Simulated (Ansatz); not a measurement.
# Os: pressure up to the limit of the methods

One table from this session's results is given with a row withheld; the runs are named, their logs left out.

Program: Ansatz 0.2.0. Level of theory: DFT, PBE, PAW with Ansatz's default frozen-core files, scalar-relativistic. These are calculated values, not measurements.

## The starting structure

It takes space group Im-3m (No. 229, cubic). Conventional cell: a = 3.057 Å, b = 3.057 Å, c = 3.057 Å, α = 90.00°, β = 90.00°, γ = 90.00°. Os (site symmetry m-3m) has 8 Os at 2.65 Å in its first shell of neighbours.

Coordinates:

```xyz
1
Lattice="-1.5284 1.5284 1.5284 1.5284 -1.5284 1.5284 1.5284 1.5284 -1.5284" Properties=species:S:1:pos:R:3 pbc="T T T"
Os    0.0000    0.0000    0.0000
```

Whether this phase is the stable one at these pressures isn't tested.

Set-up of the first run:

Input file input.yaml:

```yaml
crystal:
  lattice:
    - [-1.5284210575, 1.5284210575, 1.5284210575]
    - [1.5284210575, -1.5284210575, 1.5284210575]
    - [1.5284210575, 1.5284210575, -1.5284210575]
  atoms:
    - { symbol: Os, position: [0.0, 0.0, 0.0] }
kpoints:
  mp_grid: { grid: [17, 17, 17] }
scf:
  occupations: { method: fermi_dirac, width: 0.1 }
hamiltonian:
  xc: pbe
  pseudopotentials: { kind: paw }
output:
  forces: true
  stress: true
  write_density: true
  write_potential: true
  elf: true
  volumetric_format: npy
relax:
  f_tol: 0.005
  max_steps: 40
  cell: {}
```

On the command line:

```sh
ansatz run input.yaml --threads 1 --pin off --max-ram 2048MiB --backend cpu --events-out ev --progress --plain --runs-dir out
```

Steps of the session up to this table: Cell relaxed at zero pressure, PAW; Volume scaled by 1, PAW; Volume scaled by 0.9, PAW; Volume scaled by 0.8, PAW; Volume scaled by 0.8, PAW (cutoff 800 eV); Volume scaled by 0.7, PAW; Volume scaled by 0.6, PAW; Volume scaled by 0.6, PAW (cutoff 300 eV); Volume scaled by 0.5, PAW; Volume scaled by 0.4, PAW; Volume scaled by 0.4, PAW (partial_waves polarizable).

One table of the session follows, with a row left open; its other results are not shown here.

```
                         method  volume over the first  volume (Å³/atom)  pressure (GPa)
                            PAW                      1            14.788           -0.01
                            PAW                    0.9            13.309           47.42
                            PAW                    0.8            11.831          132.06
                            PAW                    0.7                 ?               ?
                            PAW                    0.6             8.873          574.32
                            PAW                    0.5             7.394         1148.25
                            PAW                    0.4             5.915         2420.64
            PAW (cutoff 300 eV)                    0.6             8.873          571.79
            PAW (cutoff 800 eV)                    0.8            11.831          131.99
PAW (partial_waves polarizable)                    0.4             5.915         2420.64
```

Estimate the missing values for PAW, 0.7.

**Answer.** volume (Å³/atom): 10.352; pressure (GPa): 285.60. In the column «volume (Å³/atom)» it lies between PAW (cutoff 300 eV), 0.6 (8.873) and PAW, 0.8 (11.831).

To keep in mind: Warnings in the runs' records: cutoff below recommended.
